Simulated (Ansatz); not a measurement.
## Calculated with Ansatz: Ni, settings compared

The command:

```bash
ansatz run input.yaml --threads 1 --pin off --max-ram 2560MiB --backend cpu --events-out ev --progress --plain --runs-dir out
```

The input file (Ansatz 0.2.0, plane waves):

```yaml
crystal:
  lattice:
    - [1.279013, 2.215314, 0.0]
    - [-1.279013, 2.215314, 0.0]
    - [0.0, 0.0, 4.005476]
  atoms:
    - { symbol: Ni, position: [0.33333, 0.33334, 0.25] }
    - { symbol: Ni, position: [0.66666, 0.66667, 0.75] }
  symmetry: { tolerance: 0.0003 }
kpoints:
  mp_grid: { grid: [8, 8, 5], shift: [0, 0, 0] }
magnetization:
  spin_polarized: false
scf:
  occupations: { method: fermi_dirac }
hamiltonian:
  pseudopotentials: { kind: paw }
  xc: pbe
basis:
  ecutwfc: 420
output:
  forces: true
  stress: true
  eigenvalues: true
```

Origin of the cell: a known structure type with other elements, at an estimated volume, so it need not be a known compound.

The smearing width isn't typed, so it takes its default of 0.1 eV.

Output of this run (shortened):

```
Warning: the atoms were moved onto the symmetric positions of the space group found under crystal.symmetry.tolerance 3.0e-4 (fractional; no operation is sought that the atoms, as they stand i […]
Pseudopotentials: kind: paw
Pseudopotential: Ni, paw, valence charge 18, recommended cutoff 420 eV (normal), Ni.paw.azcp
Functional definition: PBE
  exchange = pbe_x(kappa = kappa, mu = beta*pi^2/3)
  correlation = pbe_c(beta = beta)
Crystal: 2 atoms, lattice volume = 22.698 Å³
Basis set: ecut = 420 eV, 439 PW (Γ), exchange–correlation on 36×36×54 points (8 copies of the dense FFT grid, shifted against one another)
Bands: 22, of which v1, the nominal top of the filled ones, is band 18 counted from 1 (17 counted from 0)
Symmetry: 24 space group operations
Space group: P63/mmc (ITA 194), of the structure as read, at distance tolerance 8.5e-4 Å
k-points: 30 of 320
[… 2 lines left out …]
Initial density: superposition of atomic densities (neutral atoms: chi_scale 0, normalization atom), corrected by the library's trained network
Functional: x = pbe(κ = 0.804, μ = 0.219515), c = pbe(β = 0.066725)
SCF iter   1: F=—  HF=-11679.334555 eV  Δρ=4.77e-3  dr2=1.24e-3
SCF iter   2: F=—  HF=-11679.334749 eV  Δρ=2.06e-3  dr2=3.18e-4
SCF iter   3: F=—  HF=-11679.334893 eV  Δρ=6.22e-4  dr2=1.68e-5
SCF iter   4: F=—  HF=-11679.334910 eV  Δρ=1.27e-4  dr2=1.22e-6
SCF iter   5: F=-11679.334911 eV  HF=-11679.334911 eV  Δρ=2.62e-5  dr2=3.33e-8
SCF iter   6: F=-11679.334911 eV  HF=-11679.334911 eV  Δρ=1.55e-6  dr2=1.18e-10
SCF 1 converged in 6 iterations: F = -11679.334911 eV  dr2 = 1.18e-10
SCF converged after 6 iterations
Free energy (F): -11679.334911 eV
Harris-Foulkes:  -11679.334911 eV  (|F-HF|=1.49e-10)
Internal energy: -11679.128617 eV  (E = F + TS)
E sigma→0 (E₀):  -11679.231764 eV
Entropy (-TS):   -0.206294 eV (-103.147 meV/atom)
Fermi energy:    17.086030 eV
--- Per-component energies (eV) ---
  E_band       = -597.360375
  E_kinetic    = 563.183417
  E_local      = -7019.705763  (includes V_loc(G=0)·N_el)
  E_nonlocal   = 1273.079859
  E_hartree    = 2928.373861
  E_xc         = -168.686898
  E_vxc        = -217.459979  (∫ρ·V_xc dr)
  E_paw        = -3260.859644  (= ΣΔE_a)
  E_vpaw       = -1053.207028  (= ΣTr[D̂ρ^β])
  E_aug_tail   = 0.001009  (compensation charges beyond the density's cutoff)
  E_ewald      = -5994.514458
  E_smearing   = -0.206294  (= −TS)
  Σ components = -11679.334911   (vs F -11679.334911, Δ=0.00e0)
--- Forces (eV/Å), atoms counted from 1 ---
  atom   1  Ni    -0.000000     0.000000    -0.000000
  atom   2  Ni     0.000000     0.000000     0.000000
  max |Σ_I F_I| component: 1.16e-18 eV/Å
--- Stress (GPa, compression-positive) ---
       -9.254184      -0.000000       0.000000
       -0.000000      -9.254184      -0.000000
        0.000000      -0.000000      -1.815175
  P = ⅓ Tr σ = -6.7745 GPa (-67.745 kbar)
```

The same input was run again with these changes:

1. `scf.mixing.algorithm` default → msr1; `scf.mixing.beta` default → 0.2; `scf.mixing.ndim` default → 4
2. `accuracy` default → high
3. `scf.initial_density.chi_scale` default → 0.3; `accuracy` default → medium; `hamiltonian.xc` pbe → rpbe
4. `scf.max_iter` default → 5

| run | end | SCF iterations | P (GPa) | max force component (eV/Å) | moment (μB) | ΔE(σ→0) (meV/atom) |
| --- | --- | --- | --- | --- | --- | --- |
| base | converged | 6 | -6.77 | 0.000 | – | 0 |
| 1 | converged | 7 | -6.78 | 0.000 | – | 0.00 |
| 2 | converged | 7 | -6.77 | 0.000 | – | 0.00 |
| 3 | converged | 7 | -1.58 | 0.000 | – | – |
| 4 | converged | 5 | -6.77 | 0.000 | – | 0.00 |

Energies are compared only where functional, datasets, charge and starting cell are the same.

Caveats of the base run: no spin polarisation, so a magnetic state may lie lower; the k mesh is coarse if the cell is a metal.

Run 3: forces of this functional can be a tenth off on datasets made under PBE.

The base run took 0.65 s on 1 thread of Intel(R) Xeon(R) Platinum 8488C (Sapphire Rapids), on a shared host, peak memory 0.33 GiB, from the program's own first density.
